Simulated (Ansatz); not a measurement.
The system is Pd.

```xyz
4
Lattice="2.7626 0.0000 0.0000 -1.3813 2.3924 0.0000 0.0000 0.0000 9.1184" Properties=species:S:1:pos:R:3 pbc="T T T"
Pd    1.3813    0.7975    6.8388
Pd    0.0000    0.0000    4.5592
Pd    0.0000    1.5950    2.2796
Pd    0.0000    0.0000    0.0000
```

This isn't the form of Pd at room conditions, which is fcc.

Base run:

| Property | Result |
| --- | --- |
| Program | Ansatz 0.2.0 |
| Functional | PBEsol |
| Potentials or basis | all-electron LAPW, scalar-relativistic |
| Cutoff | 264 eV |
| Density cutoff | 1057 eV |
| Basis error allowed | 0.001 eV/atom |
| k mesh | 11 × 11 × 3 |
| Occupations | fermi-dirac, width 0.05 eV |
| Spin | no spin polarisation |

Its results: pressure -6.0 GPa.

Question: The run is repeated on the same cell with these changes: functional from PBEsol to LDA; basis error allowed from 0.001 eV/atom to 0.002 eV/atom. What comes out?

Answer: Pressure -11.6 GPa.

Not every run made on this cell is shown here.
